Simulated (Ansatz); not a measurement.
Born–Oppenheimer molecular dynamics of a periodic cell of 25 atoms, Si9O16 (host SiO2, host structure P1, interstitial Si). It starts from a relaxed structure.

These are results of DFT r2SCAN, scalar-relativistic, plane waves, PAW in Ansatz 0.2.0, not measurements. Settings: PAW set soft_1, cutoff 500 eV, k mesh 2x2x2, fermi-dirac smearing 0.05 eV, no spin polarisation.

```json
{
 "ensemble": "NVT, Langevin thermostat",
 "time step": "1 fs",
 "steps asked": "50",
 "set temperature": "1500 K",
 "friction": "0.02 /fs",
 "seed": "777938"
}
```

First frame:

```xyz
25
Lattice="-0.2579 5.2563 5.8652 5.1449 -0.0755 5.8652 4.9011 5.3318 0.0000" Properties=species:S:1:pos:R:3
Si 1.251 1.406 0.593
Si 4.217 2.604 4.860
Si 7.800 4.111 6.760
Si 1.657 2.492 3.186
O 6.803 5.392 6.109
O 2.952 1.972 4.065
O 6.297 8.062 5.986
O 1.236 1.250 2.199
O 2.273 3.795 2.473
O 3.653 9.067 5.741
O 4.372 6.514 5.697
O 5.093 8.190 3.761
Si 5.788 6.607 6.489
Si 3.898 7.800 4.778
Si 2.283 3.954 6.537
Si 6.453 7.909 8.974
O 1.715 5.340 5.921
O 7.679 7.309 9.851
O 6.858 2.811 6.162
O 5.708 6.725 8.104
O 7.015 9.200 8.147
O 3.761 3.757 5.896
O 4.824 1.320 5.807
O 5.422 3.161 3.969
Si 8.524 6.243 7.303
```

Task: What does the run give?

Result: All steps were run.

* steps done: 50
* time covered: 50 fs
* mean temperature over the second half: 1082 K
* spread of the potential energy over the second half: 14.4 meV per atom
* mean potential energy of the second half above the start: 149.5 meV per atom

The mean temperature of the second half is 28 % below the set value. A run of 0.05 ps of so small a system gives no equilibrium averages. Limits of this set-up: a small cell, in which the defect meets its images.

Task: What happens to the structure?

Result: Mean squared displacements from the first frame to the last, about the centre of mass: Si 0.03 Å², O 0.07 Å². Another seed would give other details.

Task: How do temperature and energy run in time?

Result: 
```csv
time (fs),T (K),potential energy less start (eV)
0,1440,0.000
1,1451,0.085
2,1343,0.324
3,1313,0.702
4,1172,1.195
5,1045,1.738
6,967,2.261
7,811,2.721
8,704,3.082
9,631,3.331
10,641,3.465
11,664,3.463
12,752,3.359
13,687,3.225
14,771,3.080
15,869,2.945
16,1021,2.822
17,1206,2.708
18,1112,2.637
19,1132,2.622
20,1057,2.643
21,1053,2.686
22,1131,2.753
23,1100,2.853
24,1156,2.962
25,1102,3.048
26,1093,3.125
27,1018,3.216
28,946,3.314
29,946,3.404
30,990,3.482
31,984,3.558
32,924,3.653
33,955,3.768
34,1046,3.901
35,1039,4.035
36,987,4.147
37,897,4.217
38,877,4.215
39,902,4.143
40,994,3.989
41,1055,3.810
42,1148,3.672
43,1202,3.580
44,1199,3.535
45,1230,3.538
46,1266,3.589
47,1307,3.698
48,1403,3.888
49,1310,4.159
50,1302,4.486
```

Time of the run: 17 min on 2 threads of Arm Neoverse V2 (shared host), peak memory 1.6 GiB.
